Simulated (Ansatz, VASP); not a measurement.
**One calculation of F, two programs**

The input INCAR:

```
SYSTEM = F
ALGO = Normal
EDIFF = 1E-6
ENCUT = 520
GGA = PS
ISIF = 2
ISMEAR = 0
LASPH = .TRUE.
LCHARG = .TRUE.
LELF = .TRUE.
LREAL = .FALSE.
LVHAR = .TRUE.
LWAVE = .FALSE.
NBANDS = 22
NELM = 60
PREC = Accurate
SIGMA = 0.05
```

Contents of KPOINTS:

```
k-points
0
G
  4 4 2
  0 0 0
```

POSCAR

```
F
1.0
    3.2121621389     -1.8461396707     -0.2477496550
    3.2121621389      1.8461396707     -0.2477496550
   -2.4153005499      0.0000000000      7.3932836948
F
4
Direct
    0.0848459664      0.0848459664      0.0860117137
    0.9151540336      0.9151540336      0.9139882863
    0.5015719855      0.5015719855      0.5937195244
    0.4984280145      0.4984280145      0.4062804756
```

Input for Ansatz:

```yaml
crystal:
  lattice:
    - [3.2121621389, -1.8461396707, -0.247749655]
    - [3.2121621389, 1.8461396707, -0.247749655]
    - [-2.4153005499, 0.0, 7.3932836948]
  atoms:
    - { symbol: F, position: [0.0848459664, 0.0848459664, 0.0860117137] }
    - { symbol: F, position: [0.9151540336, 0.9151540336, 0.9139882863] }
    - { symbol: F, position: [0.5015719855, 0.5015719855, 0.5937195244] }
    - { symbol: F, position: [0.4984280145, 0.4984280145, 0.4062804756] }
basis:
  ecutwfc: 520.0
kpoints:
  mp_grid: { grid: [4, 4, 2] }
hamiltonian:
  xc: pbesol
scf:
  occupations: { method: gaussian, width: 0.05 }
output:
  forces: true
  stress: true
  eigenvalues: true
```

Alike in both runs: task single point; functional PBEsol; k mesh 4 × 4 × 2; occupations gaussian, width 0.05 eV; no spin polarisation.

|  | VASP | Ansatz |
| --- | --- | --- |
| version | VASP 6.6.1 | Ansatz 0.2.0 |
| potentials or method | VASP PAW PBE potentials, release 64 (F) | scalar-relativistic, plane waves, PAW |
| plane-wave cutoff (eV) | 520 | 520 |
| valence electrons in the cell | 28 | 28 |

Ansatz gave:

```
gap on the k mesh at the Fermi level (eV)       : 2.58
least direct gap on the mesh (eV)               : 2.61
pressure (GPa)                                  : -0.3
largest component of the traceless stress (GPa) : 2.81
rms of the force components (eV/Å)              : 0.883
```

Which values does VASP return?

gap on the k mesh at the Fermi level (eV): 2.51; least direct gap on the mesh (eV): 2.54; pressure (GPa): 0.0; largest component of the traceless stress (GPa): 3.12; rms of the force components (eV/Å): 0.952.

Atom by atom the forces differ by 0.251 eV/Å (rms over components).

Caveats: the k mesh is coarse (spacing up to 0.50 Å⁻¹), so the values aren't converged; the PAW data sets were made with another functional, which shifts forces and pressure a little (VASP). A k mesh can miss the band edges.
